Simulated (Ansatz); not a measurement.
## Rb under changes of volume

One of the cells (95.352 Å³/atom); the others are scaled copies at fixed shape and fractional positions:

```
CELL_PARAMETERS angstrom
-2.95451 2.95451 2.73085
2.95451 -2.95451 2.73085
2.95451 2.95451 -2.73085
ATOMIC_POSITIONS crystal
Rb 0.00000 0.00000 0.00000
```

This isn't the form of Rb at room conditions, which is bcc.

```yaml
Program: Ansatz 0.2.0
Functional: r2SCAN0
Potentials_or_basis: Ansatz PAW earlier set
Cutoff: "390 eV (not typed: the program's choice for these potentials)"
k_mesh: 4 × 4 × 4
Occupations: gaussian, width 0.1 eV
Spin: no spin polarisation
```

```csv
volume (Å³/atom),energy over the lowest point (meV/atom),pressure (GPa)
89.631,6.70,0.3
91.538,3.88,0.2
93.445,1.87,0.1
95.352,?,?
97.259,0.00,0.0
99.166,0.01,0.0
101.073,0.58,-0.1
```

What does the run at 95.352 Å³/atom give?

Energy over the lowest point 0.60 meV/atom; pressure 0.1 GPa.

Worked out: A Birch-Murnaghan fit of order 3 (a polynomial in V^(-2/3)) to the other rows has its minimum at 98.17 Å³/atom with B0 = V·E''(V) = 2.5 GPa and B' = 3.8 at fixed shape and positions, which overstates the stiffness. It gives 0.60 meV/atom at 95.352 Å³/atom, against the run's 0.60, and -dE/dV = 0.1 GPa, against 0.1.

Energies are extrapolated to zero smearing.

Caveats: all runs use coarse meshes; the PAW data sets come from PBE, with cores solved anew for the run's functional, which leaves a small shift of forces and pressure; the thresholds are loose for stress.
